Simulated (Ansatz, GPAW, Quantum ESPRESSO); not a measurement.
**Ge: programs and potentials compared**

```
Ge
1.0
    -2.57449    2.57449    1.39741
     2.57449   -2.57449    1.39741
     2.57449    2.57449   -1.39741
Ge
2
Direct
  0.50000 0.50000 0.00000
  0.25000 0.75000 0.50000
```

This isn't the form of Ge at room conditions, which is diamond.

Alike in all runs: task band structure; functional LDA; k mesh 11 × 11 × 11; occupations fermi-dirac, width 0.05 eV; no spin polarisation; no spin-orbit coupling. LDA stands for any of its common fits. Pressure is positive in compression and, in plane waves, holds the error of the finite cutoff.

```csv
program and potentials,plane-wave cutoff (eV),notes,pressure (GPa)
"Quantum ESPRESSO, GBRV 1.5 LDA",612,14 valence electrons an atom on average,-2.66
"GPAW, the program's PAW data sets (release 1.2.1) made for this functional",600,4 valence electrons an atom on average,-2.53
"Ansatz, all-electron LAPW, scalar-relativistic",-,-,-2.43
```

The pressure spans -2.66 (Quantum ESPRESSO, GBRV 1.5 LDA) to -2.43 GPa (Ansatz, all-electron LAPW, scalar-relativistic), with all-electron results at -2.43.

Differences between rows come from potentials, basis sets and numerical settings, since the functional is the same but for its coding. Runs on potential files found faulty are left out.
